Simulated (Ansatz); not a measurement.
# Ge (Fd-3m) in Ansatz: settings compared

One crystal, Ge, is run at these levels: BLYP+D4, PBEsol+D3(BJ); tasks: relaxation of cell and atoms.

Program: Ansatz 0.2.0. These are calculated values, not measurements. Logs are shortened: lines on timing, memory, paths and dates and some standing lists are left out, and cuts for length are marked.

### 1 Starting point

Symmetry: Fd-3m, No. 227, cubic system. Conventional cell: a = 5.658 Å, b = 5.658 Å, c = 5.658 Å, α = 90.00°, β = 90.00°, γ = 90.00°. Ge (site symmetry -43m) has 4 Ge at 2.45 Å as nearest neighbours.

### 2 Relaxation of cell and atoms, BLYP+D4

The input, input.yaml:

```yaml
crystal:
  lattice:
    - [0.0, 2.82891, 2.82891]
    - [2.82891, 0.0, 2.82891]
    - [2.82891, 2.82891, 0.0]
  atoms:
    - { symbol: Ge, position: [0.75, 0.75, 0.75] }
    - { symbol: Ge, position: [0.5, 0.5, 0.5] }
kpoints:
  mp_grid: { grid: [8, 8, 8] }
scf:
  occupations: { method: fermi_dirac, width: 0.05 }
hamiltonian:
  xc: blyp
  dispersion: d4
  pseudopotentials: { kind: all_electron, lapw: { basis_error: 0.001 } }
output:
  forces: true
  stress: true
relax:
  f_tol: 0.01
  max_steps: 60
  cell: {}
```

Potentials or basis: all-electron LAPW, scalar-relativistic.

Run with:

```
ansatz run input.yaml --threads 1 --pin off --max-ram 3072MiB --backend cpu --events-out ev --progress --plain --runs-dir out
```

The program printed:

```text
Warning: RAYON_NUM_THREADS=1 ignored (pool sized by the plan → 1); use --threads N
The last accepted step is kept in <dir> (removed where the run ends without a failure and the disk answers)
LAPW: plane waves up to 9.473 Å⁻¹, error target 1.0e-3 eV per atom; small_component_spin mean_spin; Ge in spheres of 1.188 Å, 22 of its electrons in bands, Dirac shells [] (how accurate: hamiltonian.pseudopotentials.lapw.basis_error, Limitations)
Engine: ansatz 0.2.0, aarch64-unknown-linux-gnu
Pseudopotentials: kind: all_electron
Pseudopotential: Ge, LAPW, valence charge 22, lapw/all_electron/scalar/gaussian/Ge, Koelling and Harmon's equation, gaussian nucleus
Functional definition: BLYP
  parameter beta = 0.0042
  parameter a = 0.04918
  parameter b = 0.132
  parameter c = 0.2533
  parameter d = 0.349
  exchange = b88_x(beta = beta)
  correlation = lyp_c(a = a, b = b, c = c, d = d)
Crystal: 2 atoms, lattice volume = 45.278 Å³
Basis set: ecut = 341.93220775253417 eV, 645 PW (Γ), exchange–correlation at level 2
Bands: 27, of which v1, the nominal top of the filled ones, is band 22 counted from 1 (21 counted from 0)
Symmetry: 48 space group operations
Space group: Fd-3m (ITA 227), of the structure as read, at distance tolerance 3.6e-5 Å
k-points: 29 of 512
Non-local potential: Ge, projectors of the file, none
Initial density: superposition of atomic densities (chi_scale 0.1, normalization cell)
Initial wavefunctions: plane waves of lowest kinetic energy (no species holds an atomic orbital)
Functional: x = b88, c = lyp
iter 1 solved again at ethr=1.24e-3 eV; its pass at ethr=1.00e-1 eV (dr2=5.47e-1 eV) is discarded
SCF iter   1: F=—  HF=-114254.326665 eV  |F-HF|=—  |Δ(HF+E_count)|=         —  Δρ=3.08e-2  dr2=5.50e-1  ethr=1.24e-3  ⟨swp⟩=2.0  Hψ=4832  notcnv=0
preconditioner: auto → none  [insulator: Δε(μ)=0.234 eV  Ē_g=24.498 eV  σ=0.050 eV  W_gap=0.63  n_scr=14 (ndim 8)  ℏωp=29.2 eV  f_vac=0.076  D(μ)=0.06/eV (n_scr^D=0)  ε∞_Penn≈2.4]
SCF iter   2: F=—  HF=-114254.236157 eV  |F-HF|=—  |Δ(HF+E_count)|=   9.05e-2  Δρ=1.38e-2  dr2=9.87e-2  ethr=1.24e-3  ⟨swp⟩=2.0  Hψ=2320  notcnv=0
iter 3 solved again at ethr=7.96e-7 eV; its pass at ethr=2.24e-4 eV (dr2=3.50e-4 eV) is discarded
SCF iter   3: F=—  HF=-114254.226436 eV  |F-HF|=—  |Δ(HF+E_count)|=   9.72e-3  Δρ=1.21e-3  dr2=3.52e-4  ethr=7.96e-7  ⟨swp⟩=2.6  Hψ=3947  notcnv=0
SCF iter   4: F=—  HF=-114254.224543 eV  |F-HF|=—  |Δ(HF+E_count)|=   1.89e-3  Δρ=5.43e-4  dr2=7.24e-5  ethr=7.96e-7  ⟨swp⟩=2.4  Hψ=2195  notcnv=0
SCF iter   5: F=—  HF=-114254.224552 eV  |F-HF|=—  |Δ(HF+E_count)|=   8.66e-6  Δρ=1.25e-4  dr2=3.90e-6  ethr=1.65e-7  ⟨swp⟩=3.0  Hψ=2286  notcnv=0
SCF iter   6: F=-114254.224557 eV  HF=-114254.224557 eV  |F-HF|=4.36e-8  |Δ(HF+E_count)|=   5.03e-6  Δρ=9.91e-6  dr2=2.50e-8  ethr=8.86e-9  ⟨swp⟩=3.0  Hψ=2296  notcnv=0
SCF 1 converged in 6 iterations: F = -114254.224557 eV  dr2 = 2.50e-8
relax step   1: F+E_penalty+E_count = -114254.22455697 eV  Δ(F+E_penalty+E_count) = +0.000e0 eV  max|allowed force component| = 3.614e-19 eV/Å  Δτ_max = 0.0000 Å  P = +2.758 GPa  Ω = 45.278 Å³  (6 SCF iters, accepted)
Crystal: 2 atoms, lattice volume = 46.770 Å³
Basis set: ecut = 334.62124371129676 eV, 645 PW (Γ), exchange–correlation at level 2
Initial density: handed on by an earlier stage of this run
Initial wavefunctions: those handed on with the density
iter 1 solved again at ethr=5.21e-7 eV; its pass at ethr=1.00e-1 eV (dr2=2.29e-4 eV) is discarded
SCF iter   1: F=—  HF=-114254.239906 eV  |F-HF|=—  |Δ(HF+E_count)|=         —  Δρ=4.75e-4  dr2=2.16e-4  ethr=5.21e-7  ⟨swp⟩=3.7  Hψ=4082  notcnv=0
preconditioner: auto → none  [insulator: Δε(μ)=0.316 eV  Ē_g=24.318 eV  σ=0.050 eV  W_gap=0.61  n_scr=14 (ndim 8)  ℏωp=28.7 eV  f_vac=0.206  D(μ)=0.12/eV (n_scr^D=0)  ε∞_Penn≈2.4]
SCF iter   2: F=—  HF=-114254.239899 eV  |F-HF|=—  |Δ(HF+E_count)|=   7.39e-6  Δρ=2.14e-4  dr2=3.99e-5  ethr=4.91e-7  ⟨swp⟩=2.0  Hψ=2178  notcnv=0
iter 3 solved again at ethr=6.37e-10 eV; its pass at ethr=9.07e-8 eV (dr2=2.80e-7 eV) is discarded
SCF iter   3: F=—  HF=-114254.239907 eV  |F-HF|=—  |Δ(HF+E_count)|=   8.22e-6  Δρ=3.02e-5  dr2=2.83e-7  ethr=6.37e-10  ⟨swp⟩=2.5  Hψ=3821  notcnv=0
SCF iter   4: F=—  HF=-114254.239906 eV  |F-HF|=—  |Δ(HF+E_count)|=   6.20e-7  Δρ=1.37e-5  dr2=6.47e-8  ethr=6.37e-10  ⟨swp⟩=2.8  Hψ=2206  notcnv=0
SCF iter   5: F=-114254.239907 eV  HF=-114254.239907 eV  |F-HF|=1.99e-9  |Δ(HF+E_count)|=   5.48e-8  Δρ=2.74e-6  dr2=2.45e-9  ethr=1.47e-10  ⟨swp⟩=3.0  Hψ=2255  notcnv=0
SCF 2 converged in 5 iterations: F = -114254.239907 eV  dr2 = 2.45e-9
relax step   2: F+E_penalty+E_count = -114254.23990655 eV  Δ(F+E_penalty+E_count) = -1.535e-2 eV  max|allowed force component| = 1.120e-18 eV/Å  Δτ_max = 0.0000 Å  P = +0.613 GPa  Ω = 46.770 Å³  (5 SCF iters, accepted)
Crystal: 2 atoms, lattice volume = 47.214 Å³
Basis set: ecut = 332.51866483159307 eV, 645 PW (Γ), exchange–correlation at level 2
iter 1 solved again at ethr=4.15e-8 eV; its pass at ethr=1.00e-1 eV (dr2=1.83e-5 eV) is discarded
SCF iter   1: F=—  HF=-114254.240826 eV  |F-HF|=—  |Δ(HF+E_count)|=         —  Δρ=1.43e-4  dr2=1.95e-5  ethr=4.15e-8  ⟨swp⟩=4.1  Hψ=4223  notcnv=0
preconditioner: auto → none  [insulator: Δε(μ)=0.312 eV  Ē_g=24.274 eV  σ=0.050 eV  W_gap=0.67  n_scr=14 (ndim 8)  ℏωp=28.6 eV  f_vac=0.207  D(μ)=0.13/eV (n_scr^D=0)  ε∞_Penn≈2.4]
SCF iter   2: F=—  HF=-114254.240825 eV  |F-HF|=—  |Δ(HF+E_count)|=   3.90e-7  Δρ=6.47e-5  dr2=3.60e-6  ethr=4.15e-8  ⟨swp⟩=2.0  Hψ=2178  notcnv=0
iter 3 solved again at ethr=5.13e-11 eV; its pass at ethr=8.18e-9 eV (dr2=2.26e-8 eV) is discarded
SCF iter   3: F=—  HF=-114254.240826 eV  |F-HF|=—  |Δ(HF+E_count)|=   8.02e-7  Δρ=8.45e-6  dr2=2.28e-8  ethr=5.13e-11  ⟨swp⟩=2.5  Hψ=3824  notcnv=0
SCF iter   4: F=-114254.240826 eV  HF=-114254.240826 eV  |F-HF|=1.08e-8  |Δ(HF+E_count)|=   2.08e-8  Δρ=3.17e-6  dr2=3.90e-9  ethr=5.13e-11  ⟨swp⟩=2.8  Hψ=2212  notcnv=0
SCF 3 converged in 4 iterations: F = -114254.240826 eV  dr2 = 3.90e-9
relax step   3: F+E_penalty+E_count = -114254.24082616 eV  Δ(F+E_penalty+E_count) = -9.196e-4 eV  max|allowed force component| = 9.035e-19 eV/Å  Δτ_max = 0.0000 Å  P = +0.056 GPa  Ω = 47.214 Å³  (4 SCF iters, accepted)
Crystal: 2 atoms, lattice volume = 47.260 Å³
Basis set: ecut = 332.30531479144787 eV, 645 PW (Γ), exchange–correlation at level 2
iter 1 solved again at ethr=5.39e-10 eV; its pass at ethr=1.00e-1 eV (dr2=2.37e-7 eV) is discarded
SCF iter   1: F=—  HF=-114254.240834 eV  |F-HF|=—  |Δ(HF+E_count)|=         —  Δρ=1.64e-5  dr2=2.42e-7  ethr=5.39e-10  ⟨swp⟩=4.4  Hψ=4229  notcnv=0
preconditioner: auto → none  [insulator: Δε(μ)=0.311 eV  Ē_g=24.270 eV  σ=0.050 eV  W_gap=0.68  n_scr=14 (ndim 8)  ℏωp=28.6 eV  f_vac=0.206  D(μ)=0.13/eV (n_scr^D=0)  ε∞_Penn≈2.4]
SCF iter   2: F=-114254.240834 eV  HF=-114254.240834 eV  |F-HF|=1.53e-8  |Δ(HF+E_count)|=   2.39e-8  Δρ=7.76e-6  dr2=4.51e-8  ethr=5.39e-10  ⟨swp⟩=2.0  Hψ=2178  notcnv=0
SCF 4 converged in 2 iterations: F = -114254.240834 eV  dr2 = 4.51e-8
relax step   4: F+E_penalty+E_count = -114254.24083438 eV  Δ(F+E_penalty+E_count) = -8.215e-6 eV  max|allowed force component| = 1.301e-18 eV/Å  Δτ_max = 0.0000 Å  P = +0.002 GPa  Ω = 47.260 Å³  (2 SCF iters, accepted)
iter 1 solved again at ethr=1.02e-10 eV; its pass at ethr=1.00e-1 eV (dr2=4.50e-8 eV) is discarded
SCF iter   1: F=—  HF=-114254.240834 eV  |F-HF|=—  |Δ(HF+E_count)|=         —  Δρ=7.76e-6  dr2=4.50e-8  ethr=1.02e-10  ⟨swp⟩=3.0  Hψ=3543  notcnv=0
SCF iter   2: F=-114254.240834 eV  HF=-114254.240834 eV  |F-HF|=5.79e-9  |Δ(HF+E_count)|=   1.29e-8  Δρ=3.89e-6  dr2=1.01e-8  ethr=1.02e-10  ⟨swp⟩=2.0  Hψ=2179  notcnv=0
SCF 5 converged in 2 iterations: F = -114254.240834 eV  dr2 = 1.01e-8
relax step   5: F+E_penalty+E_count = -114254.24083372 eV  Δ(F+E_penalty+E_count) = +6.591e-7 eV  max|allowed force component| = 1.735e-18 eV/Å  Δτ_max = 0.0000 Å  P = +0.002 GPa  Ω = 47.260 Å³  stress off target by 1.67e-3 GPa  SCF on the basis re-selected at this cell (its energy is not comparable with the rows above)  (2 SCF iters)
basis re-selected at this cell: Δ(F+E_penalty+E_count) = +6.591e-7 eV, ΔP = -0.000 GPa vs the last step (what re-selecting the basis moved, after the strain that the cell walked since its last selection, with what the two solves' SCF thresholds leave and, on support functions, any second-order correction that the steps lacked; it is no measure of the basis error at this ecutwfc). This SCF's stress stands 1.67e-3 GPa from its target on what of the cell is left free (relax.cell.stress_tol is 5.00e-2 GPa) and its largest allowed force component is 1.73e-18 eV/Å (relax.f_tol is 1.00e-2 eV/Å): within both
SCF converged after 2 iterations
Free energy (F): -114254.240834 eV
Harris-Foulkes:  -114254.240834 eV  (|F-HF|=5.79e-9)
Internal energy: -114254.239749 eV  (E = F + TS)
E sigma→0 (E₀):  -114254.240291 eV
Entropy (-TS):   -0.001084 eV (-0.542 meV/atom)
Fermi energy:    9.739118 eV
--- Per-component energies (eV) ---
  E_band       = -2091.603688
  E_kinetic    = 116659.926569
  E_xc         = -4361.259569
  E_electrostatic = -226551.720585  (all electrons and nuclei)
  E_disp       = -1.186164  (pairwise vdW)
  E_smearing   = -0.001084  (= −TS)
  E_closure    = 0.000000  (closes the sum)
  E_atoms      = -114245.480261  (free atoms, spherical and without spin; not in F)
  Σ components = -114254.240834   (vs F -114254.240834, Δ=0.00e0)
  Basis errors (estimates in eV, not in F): energy 4.3e-4 per atom: plane waves 3.9e-4 (2.3e-4 summed), levels above the bands 3.0e-60, relativity 9.3e-8, radial functions 3.6e-5, core shells 7.6e-11; eigenvalues (radial functions only) 2.2e-7; not estimated: angular momenta, meshes, grids; target (lapw.basis_error) 1.0e-3; muffin-tin radii Ge 1.205 Å
--- Forces (eV/Å), atoms counted from 1 ---
  atom   1  Ge     0.00000000     0.00000000     0.00000000
  atom   2  Ge    -0.00000000     0.00000000    -0.00000000
  max |Σ_I F_I| component: 5.78e-19 eV/Å
--- Stress (GPa, compression-positive) ---
        0.001670      -0.000000      -0.000000
       -0.000000       0.001670      -0.000000
       -0.000000      -0.000000       0.001670
  P = ⅓ Tr σ = 0.0017 GPa (0.017 kbar)
--- Relaxed structure (4 steps of the walk, 4 accepted, 1 SCFs on fresh bases) ---
  F+E_penalty+E_count = -114254.24083372 eV   max|allowed force component| = 1.735e-18 eV/Å   (the final SCF, on the basis selected at the relaxed cell)
  cell:  # Å, volume = 47.2598 Å³
    - [-4.601753547808439e-34, 2.869594243174141, 2.869594243174141]
    - [2.869594243174141, -2.0540761701614264e-34, 2.869594243174141]
    - [2.869594243174141, 2.869594243174141, -7.897826650988165e-34]
  atoms:
    - { symbol: Ge, position: [0.75, 0.75, 0.75] }
    - { symbol: Ge, position: [0.5, 0.5, 0.5] }
```

It took 25 s on 1 thread of Arm Neoverse V1, shared host; peak memory 0.28 GiB.

What came out:

```
Free energy                            : -114254.2408 eV
Relaxed volume                         : 23.63 Å³/atom
Relaxed cell                           : a = 4.058 Å, b = 4.058 Å, c = 4.058 Å, α = 60.00°, β = 60.00°, γ = 60.00°
Space group after relaxing (to 0.05 Å) : Fd-3m (No. 227)
Energy gained by relaxing              : 8.1 meV/atom
Ionic steps                            : 5
Pressure after relaxing                : 0.0 GPa
```

Step by step:
```
step  energy change (eV)  largest force (eV/Å)  volume (Å³)
   1              0.0000                0.0000        45.28
   2             -0.0154                0.0000        46.77
   3             -0.0163                0.0000        47.21
   4             -0.0163                0.0000        47.26
   5             -0.0163                0.0000        47.26
```

Final structure:
```
CELL_PARAMETERS angstrom
0.00000 2.86959 2.86959
2.86959 0.00000 2.86959
2.86959 2.86959 0.00000
ATOMIC_POSITIONS crystal
Ge 0.75000 0.75000 0.75000
Ge 0.50000 0.50000 0.50000
```

### 3 Relaxation of cell and atoms, PBEsol+D3(BJ)

input.yaml: that of step 2 with these lines changed.

```diff
@@ -13,4 +13,4 @@
 hamiltonian:
-  xc: blyp
-  dispersion: d4
+  xc: pbesol
+  dispersion: d3bj
   pseudopotentials: { kind: all_electron, lapw: { basis_error: 0.001 } }
```

Potentials or basis: all-electron LAPW, scalar-relativistic.

Run with:

```
ansatz run input.yaml --threads 1 --pin off --max-ram 3072MiB --backend cpu --events-out ev --progress --plain --runs-dir out
```

The program printed:

```text
Warning: RAYON_NUM_THREADS=1 ignored (pool sized by the plan → 1); use --threads N
[... 1 set-up line as earlier in the session ...]
LAPW: plane waves up to 9.469 Å⁻¹, error target 1.0e-3 eV per atom; small_component_spin mean_spin; Ge in spheres of 1.188 Å, 22 of its electrons in bands, Dirac shells [] (how accurate: hamiltonian.pseudopotentials.lapw.basis_error, Limitations)
[... 3 set-up lines as earlier in the session ...]
Functional definition: PBEsol
  exchange = pbesol_x
  correlation = pbesol_c
Crystal: 2 atoms, lattice volume = 45.278 Å³
Basis set: ecut = 341.61675713417344 eV, 645 PW (Γ), exchange–correlation at level 2
Bands: 27, of which v1, the nominal top of the filled ones, is band 22 counted from 1 (21 counted from 0)
[... 2 set-up lines as earlier in the session ...]
k-points: 29 of 512
[... 2 set-up lines as earlier in the session ...]
[... 53 lines left out ...]
  E_kinetic    = 116532.875730
  E_xc         = -4256.502608
  E_electrostatic = -226426.032538  (all electrons and nuclei)
  E_disp       = -0.556809  (pairwise vdW)
  E_smearing   = -0.000726  (= −TS)
  E_closure    = 0.000000  (closes the sum)
  E_atoms      = -114139.838039  (free atoms, spherical and without spin; not in F)
  Σ components = -114150.216951   (vs F -114150.216951, Δ=0.00e0)
  Basis errors (estimates in eV, not in F): energy 4.5e-4 per atom: plane waves 4.1e-4 (2.4e-4 summed), levels above the bands 1.6e-56, relativity 1.3e-8, radial functions 4.2e-5, core shells 7.0e-11; eigenvalues (radial functions only) 2.5e-7; not estimated: angular momenta, meshes, grids; target (lapw.basis_error) 1.0e-3; muffin-tin radii Ge 1.181 Å
--- Forces (eV/Å), atoms counted from 1 ---
  atom   1  Ge     0.00000000    -0.00000000     0.00000000
  atom   2  Ge     0.00000000     0.00000000    -0.00000000
  max |Σ_I F_I| component: 1.16e-18 eV/Å
--- Stress (GPa, compression-positive) ---
        0.015144      -0.000000      -0.000000
       -0.000000       0.015144       0.000000
       -0.000000       0.000000       0.015144
  P = ⅓ Tr σ = 0.0151 GPa (0.151 kbar)
--- Relaxed structure (3 steps of the walk, 3 accepted, 1 SCFs on fresh bases) ---
  F+E_penalty+E_count = -114150.21695144 eV   max|allowed force component| = 3.759e-18 eV/Å   (the final SCF, on the basis selected at the relaxed cell)
  cell:  # Å, volume = 44.4562 Å³
    - [-2.101840963569431e-34, 2.811690707168203, 2.811690707168203]
    - [2.811690707168203, 3.057223219737354e-34, 2.811690707168203]
    - [2.811690707168203, 2.811690707168203, -2.3566095652142108e-34]
  atoms:
    - { symbol: Ge, position: [0.75, 0.75, 0.75] }
    - { symbol: Ge, position: [0.5, 0.5, 0.5] }
```

It took 20 s on 1 thread of Arm Neoverse V1, shared host; peak memory 0.29 GiB.

What came out:

| Item | Value |
| --- | --- |
| Free energy | -114150.2170 eV |
| Relaxed volume | 22.23 Å³/atom |
| Relaxed cell | a = 3.976 Å, b = 3.976 Å, c = 3.976 Å, α = 60.00°, β = 60.00°, γ = 60.00° |
| Space group after relaxing (to 0.05 Å) | Fd-3m (No. 227) |
| Energy gained by relaxing | 1.5 meV/atom |
| Ionic steps | 4 |
| Pressure after relaxing | 0.0 GPa |

Step by step:
```
step  energy change (eV)  largest force (eV/Å)  volume (Å³)
   1              0.0000                0.0000        45.28
   2             -0.0029                0.0000        44.64
   3             -0.0031                0.0000        44.46
   4             -0.0031                0.0000        44.46
```

Final structure:
```
Ge
1.0
     0.00000    2.81169    2.81169
     2.81169    0.00000    2.81169
     2.81169    2.81169    0.00000
Ge
2
Direct
  0.75000 0.75000 0.75000
  0.50000 0.50000 0.50000
```

### 4 Comparison with measurements

Step 2. The cell as given is a measured one (22.64 Å³/atom); BLYP+D4 puts the equilibrium volume +4.4 % from it, thermal expansion not counted.

Step 3. The cell as given is a measured one (22.64 Å³/atom); PBEsol+D3(BJ) puts the equilibrium volume -1.8 % from it, thermal expansion not counted.
